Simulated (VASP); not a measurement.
Runs of VASP 6.6.1 on Tb. Symmetry: P6_3/mmc, No. 194, hexagonal system. The conventional cell has a = 3.601 Å, b = 3.601 Å, c = 5.694 Å, α = 90.00°, β = 90.00°, γ = 120.00°. Around Tb (site symmetry -6m2) lie 12 Tb at 3.53 to 3.60 Å. 

```tsv
task	level	potentials or basis	spin	cell	k mesh	cutoff (eV)	smearing	gap on the mesh (eV)	pressure (GPa)	moment (μB)
relaxation of cell and atoms	vdW-DF2	VASP PAW PBE potentials, release 64 (Tb_3), 4f in core	collinear, antiferromagnetic start	relaxed	9 × 9 × 5	600	gaussian 0.05 eV	none	0.0	0.00
band structure	PBE	VASP PAW PBE potentials, release 64 (Tb_3), 4f in core	collinear, ferromagnetic start	as given	7 × 7 × 4	600	fermi-dirac 0.05 eV	-	0.8	0.00
band structure	PBE	VASP PAW PBE potentials, release 64 (Tb)	collinear, ferromagnetic start	as given	7 × 7 × 4	600	fermi-dirac 0.05 eV	-	(b)	11.86
single point	PBEsol	VASP PAW PBE potentials, release 64 (Tb_3), 4f in core	collinear, ferromagnetic start	as given	9 × 9 × 5	520	gaussian 0.05 eV	none	-2.1	0.00
single point	PBE	VASP PAW PBE potentials, release 64 (Tb)	collinear, ferromagnetic start	as given	9 × 9 × 5	520	fermi-dirac 0.05 eV	none	0.2	(a)
```

Question: Fill in the values left out.

Answer: (a) 12.14; (b) 0.6.

Caveats: the magnetic or orbital state may not be the lowest; spin-orbit coupling is left out, which moves the levels of the heavy elements; the 4f electrons are frozen in the core as for a trivalent ion, so they carry no moment and show no levels (some runs); the PAW data sets were made with another functional, which shifts forces and pressure a little (some runs).

A k mesh can miss the band edges, and the runs leave out spin-orbit coupling on Tb.

A gap of «none» marks a metal or a gap under the smearing width.

Not every run made on this cell is shown here.
